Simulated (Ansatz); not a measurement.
Here is an Ansatz 0.2.0 calculation.

The input input.yaml:

```yaml
crystal:
  lattice:
    - [3.6474, 0.0, 0.0]
    - [-1.8237, 3.1587410578, 0.0]
    - [0.0, 0.0, 5.7306]
  atoms:
    - { symbol: "Y", position: [0.6666666667, 0.3333333333, 0.75] }
    - { symbol: "Y", position: [0.3333333333, 0.6666666667, 0.25] }
hamiltonian:
  xc: r2scan
  pseudopotentials: { kind: paw_fr }
magnetization:
  noncollinear: true
  spin_orbit: true
kpoints:
  mp_grid: { grid: [8, 8, 5] }
  band_path:
    path:
      - [[0.0, 0.0, 0.0], [0.5, 0.0, 0.0], [0.3333333333, 0.3333333333, 0.0], [0.0, 0.0, 0.0], [0.0, 0.0, 0.5], [0.5, 0.0, 0.5], [0.3333333333, 0.3333333333, 0.5], [0.0, 0.0, 0.5]]
      - [[0.5, 0.0, 0.5], [0.5, 0.0, 0.0]]
      - [[0.3333333333, 0.3333333333, 0.0], [0.3333333333, 0.3333333333, 0.5]]
    npoints: 14
scf:
  occupations: { method: fermi_dirac, width: 0.05 }
  n_extra_bands: 6
output:
  forces: true
  stress: true
  eigenvalues: true
  fatbands: false
  write_density: true
  write_potential: true
  elf: true
  volumetric_format: npy
```

Potentials or basis: Ansatz PAW.

Command:

```sh
$ ansatz run input.yaml --threads 2 --pin off --max-ram 5632MiB --backend cpu --events-out ev --progress --plain --runs-dir out
```

Predict the pressure.

0.7 GPa.

Estimate the band gap on the k mesh.

none (metal or under the smearing width).

Levels at the corners of the path, in eV from the Fermi level:
```
point  band 18  band 19  band 20  band 21  band 22  band 23
    Γ    -4.92    -1.89    -1.89     0.75     0.75     1.94
    M    -1.71    -1.20    -1.20    -0.83    -0.83    -0.20
    K    -0.73    -0.68    -0.68    -0.67    -0.67    -0.53
    Γ    -4.92    -1.89    -1.89     0.75     0.75     1.94
    A    -3.42    -3.42    -3.42     1.06     1.06     1.06
    L    -1.67    -1.67    -1.67     0.09     0.09     0.09
    H    -0.46    -0.40    -0.40    -0.28    -0.28    -0.27
    A    -3.42    -3.42    -3.42     1.06     1.06     1.06
    L    -1.67    -1.67    -1.67     0.09     0.09     0.09
    M    -1.71    -1.20    -1.20    -0.83    -0.83    -0.20
    K    -0.73    -0.68    -0.68    -0.67    -0.67    -0.53
    H    -0.46    -0.40    -0.40    -0.28    -0.28    -0.27
```

Caveat: the PAW data sets come from PBE, with cores solved anew for the run's functional, which leaves a small shift of forces and pressure.
